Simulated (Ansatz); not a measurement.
The system is KCl.

```xyz
2
Lattice="3.8392 0.0000 0.0000 0.0000 3.8392 0.0000 0.0000 0.0000 3.8392" Properties=species:S:1:pos:R:3 pbc="T T T"
K     0.0000    0.0000    0.0000
Cl    1.9196    1.9196    1.9196
```

Measurements of this composition are mostly on another form, of space group No. 225.

Base run:

* Program: Ansatz 0.2.0
* Functional: HSE06 form with a typed share of exact exchange
* Potentials or basis: Ansatz PAW
* Cutoff: 420 eV (not typed: the program's choice for these potentials)
* k mesh: 4 × 4 × 4
* Occupations: fermi-dirac, width 0.05 eV
* Spin: no spin polarisation

Its results: band gap on the k mesh 5.87 eV, indirect (least direct gap 6.08 eV); pressure -0.4 GPa.

Task: The run is repeated on the same cell with these changes: share of exact exchange from 0.2 to 0.25. What comes out?

Result: Band gap on the k mesh 6.14 eV, indirect (least direct gap 6.36 eV); pressure -0.4 GPa.

Caveats: the PAW data sets come from PBE, with cores solved anew for the run's functional, which leaves a small shift of forces and pressure; the thresholds are loose for stress.

A k mesh can miss the band edges.
